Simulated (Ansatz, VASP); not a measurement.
**Fe in VASP and in Ansatz**

```xyz
2
Lattice="0.0000 2.3459 2.3459 2.3459 0.0000 2.3459 2.3459 2.3459 0.0000" Properties=species:S:1:pos:R:3 pbc="T T T"
Fe    0.5865    0.5865    0.5865
Fe    4.1054    4.1054    4.1054
```

Alike in both runs: task single point; functional LDA; k mesh 13 × 13 × 13; occupations fermi-dirac, width 0.1 eV; no spin polarisation.

```csv
,VASP,Ansatz
version,VASP 6.6.1,Ansatz 0.2.0
potentials or method,"VASP PAW LDA potentials, release 64 (Fe)","plane waves (420 eV) with PAW, scalar-relativistic"
plane-wave cutoff (eV),520,420
valence electrons in the cell,16,32
```

Ansatz gave:

```
pressure (GPa) : 8.4
```

Question: What did VASP give for the same quantities?

Answer: Pressure (GPa): 5.7.

The two sets of potentials don't hold the same shells in valence. Ansatz warned: «pseudo_functional_mismatch».

Caveats: the run has no spin polarisation, though such a crystal can be magnetic. Spin polarisation is off, so any magnetic state and its effect on volume and gap are missing.
